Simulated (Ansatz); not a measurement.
## HfS2: a prediction, then the measurements

Level of theory: DFT PBEsol+D3(BJ), scalar-relativistic, plane waves, PAW in Ansatz 0.2.0.

Cutoff 420 eV; k points 12×12×6 on the computed 3-atom cell (Γ-centred); Gaussian smearing, width 0.02 eV; no spin polarisation.

Relaxed structure, symmetry kept:

```cif
data_structure
_symmetry_space_group_name_H-M 'P-3m1'
_symmetry_Int_Tables_number 164
_cell_length_a 3.5473
_cell_length_b 3.5473
_cell_length_c 5.5779
_cell_angle_alpha 90.000
_cell_angle_beta 90.000
_cell_angle_gamma 120.000
_cell_volume 60.79
loop_
_atom_site_label
_atom_site_type_symbol
_atom_site_symmetry_multiplicity
_atom_site_Wyckoff_symbol
_atom_site_fract_x
_atom_site_fract_y
_atom_site_fract_z
_atom_site_occupancy
Hf1 Hf 1 a 0.00000 0.00000 0.00000 1
S1 S 2 d 0.66667 0.33333 0.73812 1
```

| Item | Value |
| --- | --- |
| Space group | P-3m1 (No. 164) |
| Volume per atom | 20.26 Å³ |
| Kohn–Sham band gap | 0.45 eV, indirect from Γ to L |
| Löwdin character of the top 1 eV of the valence band | S 3p 90 %, Hf 5d 7 % |
| Löwdin character of the lowest 1 eV of the conduction band | Hf 5d 69 %, S 3p 23 %, unprojected 4 % |
| Electron masses at the edge by Cartesian direction of the standard setting (m_e; degenerate bands sorted by energy; no spin-orbit coupling) | x: 0.23; y: 1.1; z: 0.95 |
| Hole masses at the edge by Cartesian direction of the standard setting (m_e; degenerate bands sorted by energy; no spin-orbit coupling) | x: 3.0; y: 3.0; z: 0.18 |
| Bulk modulus | 42 GPa |
| Its pressure derivative | 8.3 |
| Electronic dielectric constant xx, yy, zz of the standard setting (independent particles) | 13.1, 13.1, 10.2 |
| Bader charges (e) | Hf (1 in the cell) 2.05, S (2 in the cell) -1.02 |

Spin-orbit coupling is left out, which matters for the bands of heavy elements.

**Experimental background.**

From “Stress-Tuned Optical Transitions in Layered 1T-MX2 (M=Hf, Zr, Sn; X=S, Se) Crystals”, 2022, pmc:9565717, for a bulk crystal of HfS2: lattice constant a 3.63 Å; lattice constant c 5.86 Å; band gap 1.96 eV (indirect).

Measured lattice constant a of HfS2: 3.63 Å (quoted in the paper above). This calculation gives 3.547 Å (-2.3 %). The measured value has few digits, which limits the comparison. A measured lattice constant c of HfS2 is 5.86 Å (quoted in the paper above); the calculated 5.578 Å misses it by -4.8 %. The calculation is for 0 K without zero-point motion. Measured band gap of HfS2: 1.96 eV (indirect; quoted in the paper above). This calculation gives 0.45 eV (-1.51 eV). So large a miss may mean another phase, state or a wrong row. Kohn–Sham gaps of semilocal functionals fall short of measured ones as a rule; spin-orbit coupling, left out here, would usually lower the calculated gap of a compound with heavy elements.

Cost: 12 runs of about 8.7 core-minutes in all, on Arm Neoverse V2 (shared hosts).